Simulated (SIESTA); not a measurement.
The system is Sb.

```
Sb
1.0
     2.15420    1.24373    3.75800
    -2.15420    1.24373    3.75800
     0.00000   -2.48746    3.75800
Sb
2
Direct
  0.76651 0.76651 0.76651
  0.23349 0.23349 0.23349
```

Base run:

```yaml
Program: SIESTA 5.4.2
Functional: BLYP
Potentials_or_basis: PseudoDojo 0.4 standard (PBE files)
Basis: DZP (energy shift 0.003 Ry; two zetas on semicore shells)
Grid_cutoff: 500 Ry
Energy_shift: 0.003 Ry
k_mesh: 8 × 8 × 8
Occupations: fermi-dirac, width 0.05 eV
Spin: no spin polarisation
```

Its results: band gap on the k mesh none (metal or under the smearing width); pressure 7.9 GPa; largest force 0.356 eV/Å.

The run is repeated on the same cell with these changes: functional from BLYP to PW91. What comes out?

Band gap on the k mesh none (metal or under the smearing width); pressure 3.7 GPa; largest force 0.362 eV/Å.

PW91 binds more tightly than BLYP, so the same cell stands under less pressure.

Caveats: the potentials were made for another functional, which shifts forces and pressure; spin-orbit coupling is left out, which moves the levels of the heavy elements; the basis of atomic orbitals isn't converged, which shifts pressures, moduli and gaps.
